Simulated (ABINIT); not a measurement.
Crystal: Ge.

```
Ge
1.0
     0.00000    2.82891    2.82891
     2.82891    0.00000    2.82891
     2.82891    2.82891    0.00000
Ge
2
Cartesian
  4.2434 4.2434 4.2434
  2.8289 2.8289 2.8289
```

| Property | Result |
| --- | --- |
| Program | ABINIT 10.8.3 (patched build) |
| Task | single point |
| Functional | PBE |
| Potentials or basis | JTH PAW PBE v2.0 |
| Cutoff | 599 eV |
| k mesh | 8 × 8 × 8 |
| Occupations | fermi-dirac, width 0.05 eV |
| Spin | no spin polarisation |

On this cell: pressure 3.2 GPa; largest force zero by symmetry; band gap on the k mesh none (metal or under the smearing width).

The same run follows on a disturbed copy (atoms moved at random, drawn with an rms of 0.05 Å):

```
CELL_PARAMETERS angstrom
0.00000 2.82891 2.82891
2.82891 0.00000 2.82891
2.82891 2.82891 0.00000
ATOMIC_POSITIONS crystal
Ge 0.76097 0.73326 0.75334
Ge 0.49345 0.48940 0.51015
```

Question: What does the disturbed cell give?

Answer: The energy (extrapolated to zero smearing) moves by +9.9 meV/atom; pressure 3.3 GPa; largest force 0.711 eV/Å; band gap on the k mesh none (metal or under the smearing width).

Forces on the atoms (eV/Å):
```
Ge   0.446 -0.381 -0.401
Ge  -0.446  0.381  0.401
```

Stress tensor (GPa, compression positive):
```
 3.30 -1.15 -1.09
-1.15  3.32  1.29
-1.09  1.29  3.31
```

Caveats: this crystal is a semiconductor, whose small gap the functional closes, so the metal is an error of the method (some runs); the atomic spheres overlap (some runs).
